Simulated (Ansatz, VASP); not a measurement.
# One calculation of AlNi, two programs

```xyz
2
Lattice="0.0000 2.6796 2.6796 2.6796 0.0000 2.6796 2.6796 2.6796 0.0000" Properties=species:S:1:pos:R:3 pbc="T T T"
Ni    0.0000    0.0000    0.0000
Al    1.3398    1.3398    1.3398
```

Alike in both runs: functional PBE; k mesh 12 × 12 × 12; occupations fermi-dirac, width 0.08 eV; no spin polarisation.

Ansatz relaxed the structure, and its values are those at the end. VASP's run is a single point on that final structure, the one shown.

|  | VASP | Ansatz |
| --- | --- | --- |
| version | VASP 6.6.1 | Ansatz 0.2.0 |
| potentials or method | VASP PAW PBE potentials, release 64 (Ni, Al) | PAW with Ansatz's default frozen-core files, scalar-relativistic |
| plane-wave cutoff (eV) | 520 | 420 |
| valence electrons in the cell | 13 | 21 |

|  | VASP | Ansatz | Ansatz less VASP |
| --- | --- | --- | --- |
| pressure (GPa) | 0.2 | 0.0 | -0.15 |

With one functional, cell and mesh, what is left measures potentials, basis and numerics. The two sets of potentials don't hold the same shells in valence.

Spin polarisation is off, so any magnetic state and its effect on volume and gap are missing.
